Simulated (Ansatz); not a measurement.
# What internal relaxation does to the elastic constants of Ta$_{4}$N$_{5}$

Method: Ansatz, DFT PBEsol, scalar-relativistic, plane waves, PAW. Plane waves to 420 eV; Γ-centred k mesh 10×10×10; Fermi-Dirac smearing of 0.15 eV. No spin polarisation.

The cell, relaxed at this level:
```
CELL_PARAMETERS angstrom
-3.41259 3.41259 2.12811
3.41259 -3.41259 2.12811
3.41259 3.41259 -2.12811
ATOMIC_POSITIONS crystal
Ta 0.78459 0.60484 0.38943
Ta 0.39516 0.78459 0.17975
Ta 0.60484 0.21541 0.82025
Ta 0.21541 0.39516 0.61057
N 0.50000 0.50000 0.00000
N 0.90808 0.30612 0.21420
N 0.69388 0.90808 0.60197
N 0.30612 0.09192 0.39803
N 0.09192 0.69388 0.78580
```

In a metal, frequencies and elastic constants depend on the k mesh and the smearing, soft modes and shear constants most. Spin–orbit coupling is left out, which can shift energies with elements as heavy as these.

Clamped-ion constants (GPa, Voigt order; atoms follow the strain homogeneously):
C11 = 701.3, C12 = 186.8, C13 = 116.6, C16 = -90.7, C22 = 701.3, C23 = 116.6, C26 = 90.7, C33 = 791.3, C44 = 141.5, C55 = 141.5, C66 = 214.0 GPa; the others vanish.

Question: What are the constants once the atoms relax in each strained cell?

Answer:
```
608.1 134.0 140.2   0.0   0.0 -69.3
134.0 608.1 140.2   0.0   0.0  69.3
140.2 140.2 770.0   0.0   0.0   0.0
  0.0   0.0   0.0 138.5   0.0   0.0
  0.0   0.0   0.0   0.0 138.5   0.0
-69.3  69.3   0.0   0.0   0.0 180.9
```
The Voigt shear modulus goes from 217.7 to 196.3 GPa and the Voigt bulk modulus from 337.1 to 312.8 GPa. Relaxation subtracts ΛᵀK⁻¹Λ/V, with Λ the forces that a strain puts on the atoms and K the zone-centre force constants. At a stable cell this can only lower the diagonal constants, and it acts only for strains that share their symmetry with an optical mode; elsewhere, and where the coupling is weak, the constants hardly move.

Cost: 2 runs of about 100 core-minutes in all, on Intel Xeon Processor @ 2.50GHz (Skylake/Cascade Lake), Arm Neoverse V2 (shared hosts).